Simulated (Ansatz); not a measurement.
# AlP: the cost of one run

Computed with Ansatz 0.2.0 (DFT PBE, scalar-relativistic, plane waves, PAW, unless a step's input says otherwise).

The COD entry's cell or inner coordinates are ideal or old and differ from later refinements, so a difference from it is no clean test against experiment.

1 further run of the same task is left out (set aside as unsound or not needed).

**1. Starting point**

Symmetry: F-43m, No. 216, cubic system. Conventional cell: a = 5.507 Å, b = 5.507 Å, c = 5.507 Å, α = 90.00°, β = 90.00°, γ = 90.00°. Al (site symmetry -43m) is surrounded by 4 P at 2.38 Å. P (site symmetry -43m) has 4 Al at 2.38 Å as nearest neighbours.

As a file:

```
Al P
1.0
     0.00000    2.75340    2.75340
     2.75340    0.00000    2.75340
     2.75340    2.75340    0.00000
Al P
1 1
Cartesian
  0.0000 0.0000 0.0000
  1.3767 1.3767 1.3767
```

It is the result of an earlier relaxation at this level (volume 20.87 Å³/atom; gap on the mesh: 1.63 eV).

**2. A bulk reference on a matched mesh**

The same crystal, re-cut so that c stands normal to the (001) plane; its mesh matches that of the cells to come, so errors of the mesh cancel.

The input, input.yaml:

```yaml
crystal:
  lattice:
    - [3.8938964325, 0.0, 0.0]
    - [0.0, 3.8938964325, 0.0]
    - [0.0, 0.0, 5.5068011453]
  atoms:
    - { symbol: Al, position: [0.0, 0.0, 0.0] }
    - { symbol: Al, position: [0.5, 0.5, 0.5] }
    - { symbol: P, position: [0.0, 0.5, 0.25] }
    - { symbol: P, position: [0.5, 0.0, 0.75] }
basis:
  ecutwfc: 420
kpoints:
  mp_grid: { grid: [8, 8, 6] }
hamiltonian:
  xc: pbe
scf:
  occupations: { method: gaussian, width: 0.05 }
output:
  forces: true
  stress: true
  eigenvalues: true
```

Launch:

```
ansatz run input.yaml --threads 2 --pin off --max-ram 5120MiB --backend cpu --events-out ev --progress --plain --runs-dir out
```

What time and memory should one allow on 2 threads of Arm Neoverse V2, shared host?

About 3.2 s, with a peak of 0.37 GiB.
